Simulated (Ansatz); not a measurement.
# MgS (P-6m2) in Ansatz: equation of state

Aim: energy against volume of MgS in PBE, for its equilibrium volume and stiffness.

Everything below comes from runs of Ansatz 0.2.0. Logs are shortened: lines on timing, memory, paths and dates and some standing lists are left out, and cuts for length are marked.

## (1) The structure

It takes space group P-6m2 (No. 187, hexagonal). The conventional cell has a = 3.611 Å, b = 3.611 Å, c = 3.305 Å, α = 90.00°, β = 90.00°, γ = 120.00°. Mg (site symmetry -6m2) has 6 S at 2.66 Å as nearest neighbours. S (site symmetry -6m2) has 6 Mg at 2.66 Å as nearest neighbours.

The cell was built by a generator and needn't be a form met in nature.

## (2) Single point, PBE, 17.54 Å³/atom (volume scaled by 0.94)

The input, input.yaml:

```yaml
crystal:
  lattice:
    - [3.5371972758, 0.0, 0.0]
    - [-1.76859374, 3.063302904, 0.0]
    - [0.0, 0.0, 3.2377867817]
  atoms:
    - { symbol: Mg, position: [0.0, 0.0, 0.5] }
    - { symbol: S, position: [0.66667, 0.33333, 0.0] }
hamiltonian:
  xc: pbe
  pseudopotentials: { kind: paw }
kpoints:
  mp_grid: { grid: [9, 9, 8] }
scf:
  occupations: { method: fermi_dirac, width: 0.05 }
output:
  forces: true
  stress: true
  eigenvalues: true
```

Potentials or basis: Ansatz PAW.

Launch:

```bash
> ansatz run input.yaml --threads 2 --pin off --max-ram 5632MiB --backend cpu --events-out ev --progress --plain --runs-dir out
```

What it wrote:

```text
Warning: the atoms were moved onto the symmetric positions of the space group found under crystal.symmetry.tolerance 1.0e-5 (fractional; no operation is sought that the atoms, as they stand in a round, miss by more than twice it, and no atom is moved by as much as it), and the run uses the moved positions. Before a round's move an operation carried an atom to 1.77e-5 Å from where it should land, the largest such distance. Atom 1 (counting from 0) moved farthest, by 2.04e-5 Å; the longest move in fractions of the cell, of whichever atom, is 0.47 of the tolerance, in 1 round. To run the atoms as typed, lower crystal.symmetry.tolerance until the operations that they miss are no longer found, or set crystal.symmetry.detect: false (a key that needs symmetry detection or time reversal refuses this as the deck is read). The positions used, in the order of the run's atom list: position: [-2.7755575615628914e-17, 1.8503858249243818e-17, 0.5]; position: [0.6666666666666666, 0.33333333333333337, 0.0]; The lattice was moved too: crystal.lattice misses the space group found at crystal.symmetry.tolerance 1.0e-5 in a digit that the deck types, which is why this is a warning: making the lattice exact moves one of its numbers by a whole unit of that number's last typed decimal, or more. The operation that it misses by the most changes a squared length by the fraction 3.20e-6. The run uses the lattice that is a stretch of the typed one, with no rotation, onto the one that keeps every operation to a double's rounding (on a very oblique basis the stretch itself rounds by more); the deck's lattice vector that moved farthest moved by 2.83e-6 Å. To run the lattice as typed, set crystal.symmetry.tolerance under 1.48e-6, the least fraction by which an operation that the lattice misses changes a squared length (the same key also sets how far an atom may lie from its image, so lowering it can lose operations that the atoms keep only within it), or set crystal.symmetry.detect: false, as for the atoms. crystal.lattice made exact, in Å and degrees: [[3.537197394134895, -2.827803883460373e-6, 0.0], [-1.7685962481174473, 3.0633042154228782, 0.0], [0.0, 0.0, 3.2377867817]]. Pasted over the deck's crystal.lattice, beside positions in fractional coordinates, it runs the same cell (given as lengths and angles, that cell in the form's own orientation, a rigid turn of the misfit's size from the one run here, for which a checkpoint.post_process_only pass over this run's state can be refused: where this run relaxes nothing, give such a pass this deck's own crystal.lattice, as typed; behind a relaxation, as crystal.lattice, the state's own cell, identity.cell in its checkpoint.json), and a matrix so pasted ends this notice, except on a very skew basis of the lattice, where the rounding of the pasted numbers themselves can read as a misfit: the cell is then moved again, and that move is told again. The lattice as run is in this notice's lattice.as_run_ang field (Run.prep()["deck_notices"] in Python, the deck_notice line of an events file, deck_notices of ansatz run --dry-run=json, or deck_notices in record.json in the deck's checkpoint.write directory).
Warning: RAYON_NUM_THREADS=2 ignored (pool sized by the plan → 2); use --threads N
Engine: ansatz 0.2.0, x86_64-unknown-linux-gnu
Pseudopotentials: kind: paw
Pseudopotential: Mg, paw, valence charge 10, recommended cutoff 420 eV (normal), Mg.paw.azcp
Pseudopotential: S, paw, valence charge 6, recommended cutoff 420 eV (normal), S.paw.azcp
Functional definition: PBE
  parameter kappa = 0.804
  parameter beta = 0.06672455060314922
  exchange = pbe_x(kappa = kappa, mu = beta*pi^2/3)
  correlation = pbe_c(beta = beta)
Crystal: 2 atoms, lattice volume = 35.083 Å³
Basis set: ecut = 420 eV, 665 PW (Γ), exchange–correlation on 48×48×48 points (8 copies of the dense FFT grid, shifted against one another)
Bands: 12, of which v1, the nominal top of the filled ones, is band 8 counted from 1 (7 counted from 0)
Symmetry: 12 space group operations
Space group: P-6m2 (ITA 187), of the structure as read, at distance tolerance 3.3e-5 Å
k-points: 60 of 648 (time reversal used)
Non-local potential: Mg, projectors of the file, l = 0: 3, l = 1: 2, l = 2: 1
Non-local potential: S, projectors of the file, l = 0: 2, l = 1: 2, l = 2: 2
PAW form: soft (Blöchl's): semilocal exchange-correlation on the pseudo side does not see the compensation charge
PAW one-centre angular grid: Mg, 110 points (default); XC on 64 Gauss nodes
PAW one-centre angular grid: S, 110 points (default); XC on 64 Gauss nodes
Initial density: superposition of atomic densities (neutral atoms: chi_scale 0, normalization atom), corrected by the library's trained network
Initial wavefunctions: pseudopotential atomic-orbital guess
Functional: x = pbe(κ = 0.804, μ = 0.2195149727645171), c = pbe(β = 0.06672455060314922)
SCF iter   1: F=—  HF=-2828.218469 eV  |F-HF|=—  |Δ(HF+E_count)|=         —  Δρ=2.07e-3  dr2=2.41e-3  ethr=1.77e-3  ⟨swp⟩=6.5  Hψ=4338  notcnv=0
preconditioner: auto → none  [insulator: Δε(μ)=1.213 eV  Ē_g=11.642 eV  σ=0.050 eV  W_gap=1.00  n_scr=8 (ndim 8)  ℏωp=17.7 eV  f_vac=0.000  D(μ)=0.00/eV (n_scr^D=0)  ε∞_Penn≈3.3]
SCF iter   2: F=—  HF=-2828.217949 eV  |F-HF|=—  |Δ(HF+E_count)|=   5.20e-4  Δρ=8.90e-4  dr2=2.79e-4  ethr=1.50e-5  ⟨swp⟩=2.0  Hψ=1498  notcnv=0
SCF iter   3: F=—  HF=-2828.217962 eV  |F-HF|=—  |Δ(HF+E_count)|=   1.30e-5  Δρ=4.16e-4  dr2=3.97e-5  ethr=1.74e-6  ⟨swp⟩=2.0  Hψ=893  notcnv=0
SCF iter   4: F=—  HF=-2828.218038 eV  |F-HF|=—  |Δ(HF+E_count)|=   7.67e-5  Δρ=7.24e-5  dr2=2.34e-6  ethr=2.48e-7  ⟨swp⟩=2.0  Hψ=957  notcnv=0
iter 5 did not close the SCF: its close was put off for the readings that it lacked (scf_convergence_deferred on its scf_iter line)
SCF iter   5: F=-2828.218039 eV  HF=-2828.218039 eV  |F-HF|=6.62e-9  |Δ(HF+E_count)|=   3.02e-7  Δρ=1.56e-5  dr2=9.80e-8  ethr=1.46e-8  ⟨swp⟩=2.0  Hψ=907  notcnv=0
SCF iter   6: F=-2828.218039 eV  HF=-2828.218039 eV  |F-HF|=1.60e-10  |Δ(HF+E_count)|=   3.96e-8  Δρ=9.85e-7  dr2=2.01e-10  ethr=6.12e-10  ⟨swp⟩=2.5  Hψ=2442  notcnv=0
SCF 1 converged in 6 iterations: F = -2828.218039 eV  dr2 = 2.01e-10
SCF converged after 6 iterations
Free energy (F): -2828.218039 eV
Harris-Foulkes:  -2828.218039 eV  (|F-HF|=1.60e-10)
Internal energy: -2828.218038 eV  (E = F + TS)
E sigma→0 (E₀):  -2828.218038 eV
Entropy (-TS):   -0.000000 eV (-0.000 meV/atom)
Fermi energy:    7.832088 eV
--- Per-component energies (eV) ---
  E_band       = -330.077543
  E_kinetic    = 186.223642
  E_local      = -1675.985337  (includes V_loc(G=0)·N_el)
  E_nonlocal   = 123.593648
  E_hartree    = 598.523989
  E_xc         = -128.024598
  E_vxc        = -127.403414  (∫ρ·V_xc dr)
  E_paw        = -893.045181  (= ΣΔE_a)
  E_vpaw       = -33.553708  (= ΣTr[D̂ρ^β])
  E_aug_tail   = -0.000001  (compensation charges beyond the density's cutoff)
  E_ewald      = -1039.504201
  E_smearing   = -0.000000  (= −TS)
  E_closure    = 0.000000  (closes the sum)
  Σ components = -2828.218039   (vs F -2828.218039, Δ=0.00e0)
--- Forces (eV/Å), atoms counted from 1 ---
  atom   1  Mg     0.00000000     0.00000000     0.00000000
  atom   2  S     -0.00000000    -0.00000000     0.00000000
  max |Σ_I F_I| component: 5.44e-17 eV/Å
--- Stress (GPa, compression-positive) ---
        4.362233      -0.000000       0.000000
       -0.000000       4.362233       0.000000
        0.000000       0.000000       5.880424
  P = ⅓ Tr σ = 4.8683 GPa (48.683 kbar)
--- Band table (eV; the first three rows and the last of 60) ---
  k-point 0: bands = ["-68.3284", "-35.0918", "-35.0918", "-35.0522", "-6.2182", "6.3609", "6.3609", "6.4292", "9.6349", "12.4281", "14.2876", "14.2876"]
  k-point 1: bands = ["-68.3283", "-35.0916", "-35.0916", "-35.0544", "-6.0765", "5.1615", "6.4584", "6.4584", "10.3979", "13.3269", "14.4577", "14.4577"]
  k-point 2: bands = ["-68.3280", "-35.0911", "-35.0911", "-35.0598", "-5.6913", "3.2263", "6.7133", "6.7133", "11.3084", "14.9497", "14.9497", "15.0082"]
  k-point 59: bands = ["-68.3272", "-35.0960", "-35.0954", "-35.0657", "-3.8530", "2.9588", "3.8048", "4.3499", "9.3124", "9.7927", "16.2470", "17.6324"]
```

Run time: 2.3 s. Hardware: 2 threads of Intel Xeon at 2.50GHz (Skylake/Cascade Lake), shared host; peak memory 0.33 GiB.

Results:

| Property | Result |
| --- | --- |
| Free energy | -2828.2180 eV |
| Pressure | 4.9 GPa |
| Band gap on the k mesh | 1.19 eV, indirect (least direct gap 2.24 eV) |

Caveat: odd divisions of the mesh miss points on the zone boundary, where band edges often lie, so the gap on the mesh can be too wide.

## (3) Single point, PBE, 17.91 Å³/atom (volume scaled by 0.96)

Changes to input.yaml since step 2:

```diff
@@ -2,5 +2,5 @@
   lattice:
-    - [3.5371972758, 0.0, 0.0]
-    - [-1.76859374, 3.063302904, 0.0]
-    - [0.0, 0.0, 3.2377867817]
+    - [3.5621079365, 0.0, 0.0]
+    - [-1.7810490358, 3.0848761704, 0.0]
+    - [0.0, 0.0, 3.2605888483]
   atoms:
```

Potentials or basis: Ansatz PAW.

Launch:

```bash
> ansatz run input.yaml --threads 2 --pin off --max-ram 5632MiB --backend cpu --events-out ev --progress --plain --runs-dir out
```

What it wrote:

```text
[... 71 lines left out ...]
```

It took 2.2 s on 2 threads of Intel Xeon at 2.50GHz (Skylake/Cascade Lake), shared host; peak memory 0.33 GiB.

What came out:

| Quantity | Value |
| --- | --- |
| Free energy | -2828.2365 eV |
| Pressure | 3.1 GPa |
| Band gap on the k mesh | 1.23 eV, indirect (least direct gap 2.24 eV) |

Caveat: odd divisions of the mesh miss points on the zone boundary, where band edges often lie, so the gap on the mesh can be too wide.

## (4) Single point, PBE, 18.29 Å³/atom (volume scaled by 0.98)

Changes to input.yaml since step 3:

```diff
@@ -2,5 +2,5 @@
   lattice:
-    - [3.5621079365, 0.0, 0.0]
-    - [-1.7810490358, 3.0848761704, 0.0]
-    - [0.0, 0.0, 3.2605888483]
+    - [3.5866749745, 0.0, 0.0]
+    - [-1.7933325208, 3.1061518508, 0.0]
+    - [0.0, 0.0, 3.2830763786]
   atoms:
```

Launch:

```bash
> ansatz run input.yaml --threads 2 --pin off --max-ram 5632MiB --backend cpu --events-out ev --progress --plain --runs-dir out
```

Run time: 2.2 s. Hardware: 2 threads of Intel Xeon at 2.50GHz (Skylake/Cascade Lake), shared host; peak memory 0.33 GiB.

Results (log left out):

```
Free energy            : -2828.2470 eV
Pressure               : 1.5 GPa
Band gap on the k mesh : 1.26 eV, indirect (least direct gap 2.24 eV)
```

Caveat: odd divisions of the mesh miss points on the zone boundary, where band edges often lie, so the gap on the mesh can be too wide.

## (5) Single point, PBE, 18.66 Å³/atom

Changes to input.yaml since step 4:

```diff
@@ -2,5 +2,5 @@
   lattice:
-    - [3.5866749745, 0.0, 0.0]
-    - [-1.7933325208, 3.1061518508, 0.0]
-    - [0.0, 0.0, 3.2830763786]
+    - [3.61091, 0.0, 0.0]
+    - [-1.80545, 3.12714, 0.0]
+    - [0.0, 0.0, 3.30526]
   atoms:
@@ -19 +19,5 @@
   eigenvalues: true
+  write_density: true
+  write_potential: true
+  elf: true
+  volumetric_format: npy
```

Launch:

```bash
> ansatz run input.yaml --threads 2 --pin off --max-ram 5632MiB --backend cpu --events-out ev --progress --plain --runs-dir out
```

Run time: 2.9 s. Hardware: 2 threads of Intel Xeon at 2.50GHz (Skylake/Cascade Lake), shared host; peak memory 0.34 GiB.

The run converged. Its results:

* Free energy: -2828.2503 eV
* Pressure: 0.0 GPa
* Band gap on the k mesh: 1.28 eV, indirect (least direct gap 2.23 eV)

Caveat: odd divisions of the mesh miss points on the zone boundary, where band edges often lie, so the gap on the mesh can be too wide.

## (6) Single point, PBE, 19.03 Å³/atom (volume scaled by 1.02)

Changes to input.yaml since step 5:

```diff
@@ -2,5 +2,5 @@
   lattice:
-    - [3.61091, 0.0, 0.0]
-    - [-1.80545, 3.12714, 0.0]
-    - [0.0, 0.0, 3.30526]
+    - [3.6348240082, 0.0, 0.0]
+    - [-1.817406971, 3.14785014, 0.0]
+    - [0.0, 0.0, 3.327149777]
   atoms:
@@ -19,5 +19 @@
   eigenvalues: true
-  write_density: true
-  write_potential: true
-  elf: true
-  volumetric_format: npy
```

Potentials or basis: Ansatz PAW.

Launch:

```bash
> ansatz run input.yaml --threads 2 --pin off --max-ram 5632MiB --backend cpu --events-out ev --progress --plain --runs-dir out
```

Run time: 2.5 s. Hardware: 2 threads of Intel Xeon at 2.50GHz (Skylake/Cascade Lake), shared host; peak memory 0.33 GiB.

The run converged. Its results:

| Property | Result |
| --- | --- |
| Free energy | -2828.2472 eV |
| Pressure | -1.3 GPa |
| Band gap on the k mesh | 1.31 eV, indirect (least direct gap 2.23 eV) |

Caveat: odd divisions of the mesh miss points on the zone boundary, where band edges often lie, so the gap on the mesh can be too wide.

## (7) Single point, PBE, 19.41 Å³/atom (volume scaled by 1.04)

Changes to input.yaml since step 6:

```diff
@@ -2,5 +2,5 @@
   lattice:
-    - [3.6348240082, 0.0, 0.0]
-    - [-1.817406971, 3.14785014, 0.0]
-    - [0.0, 0.0, 3.327149777]
+    - [3.6584274228, 0.0, 0.0]
+    - [-1.8292086456, 3.1682912981, 0.0]
+    - [0.0, 0.0, 3.3487552511]
   atoms:
```

Launch:

```bash
> ansatz run input.yaml --threads 2 --pin off --max-ram 5632MiB --backend cpu --events-out ev --progress --plain --runs-dir out
```

Run time: 2.2 s. Hardware: 2 threads of Intel Xeon at 2.50GHz (Skylake/Cascade Lake), shared host; peak memory 0.34 GiB.

It converged, with:

```yaml
Free_energy: -2828.2382 eV
Pressure: -2.5 GPa
Band_gap_on_the_k_mesh: 1.33 eV, indirect (least direct gap 2.22 eV)
```

Caveat: odd divisions of the mesh miss points on the zone boundary, where band edges often lie, so the gap on the mesh can be too wide.

## (8) Single point, PBE, 19.78 Å³/atom (volume scaled by 1.06)

Changes to input.yaml since step 7:

```diff
@@ -2,5 +2,5 @@
   lattice:
-    - [3.6584274228, 0.0, 0.0]
-    - [-1.8292086456, 3.1682912981, 0.0]
-    - [0.0, 0.0, 3.3487552511]
+    - [3.6817301366, 0.0, 0.0]
+    - [-1.8408599702, 3.1884720415, 0.0]
+    - [0.0, 0.0, 3.3700854774]
   atoms:
```

Launch:

```bash
> ansatz run input.yaml --threads 2 --pin off --max-ram 5632MiB --backend cpu --events-out ev --progress --plain --runs-dir out
```

It took 2.3 s on 2 threads of Intel Xeon at 2.50GHz (Skylake/Cascade Lake), shared host; peak memory 0.34 GiB.

It converged, with:

```yaml
Free_energy: -2828.2239 eV
Pressure: -3.6 GPa
Band_gap_on_the_k_mesh: 1.35 eV, indirect (least direct gap 2.22 eV)
```

Caveat: odd divisions of the mesh miss points on the zone boundary, where band edges often lie, so the gap on the mesh can be too wide.

## (9) Equation of state, PBE

Potentials or basis: Ansatz PAW.

This step only gathers the single runs of the series.

What came out:

* Equilibrium volume: 18.66 Å³/atom
* Bulk modulus at fixed shape and positions: 69 GPa
* Pressure derivative of the bulk modulus: 4.1

Energy against volume, from the lowest point:
| volume (Å³/atom) | energy (meV/atom) |
| --- | --- |
| 17.542 | 16.13 |
| 17.915 | 6.92 |
| 18.288 | 1.67 |
| 18.661 | 0.00 |
| 19.034 | 1.57 |
| 19.408 | 6.06 |
| 19.781 | 13.18 |

Caveat: the cell was scaled at fixed shape and fractional positions, which overstates the stiffness of a crystal with free parameters, most of all of layers and chains.
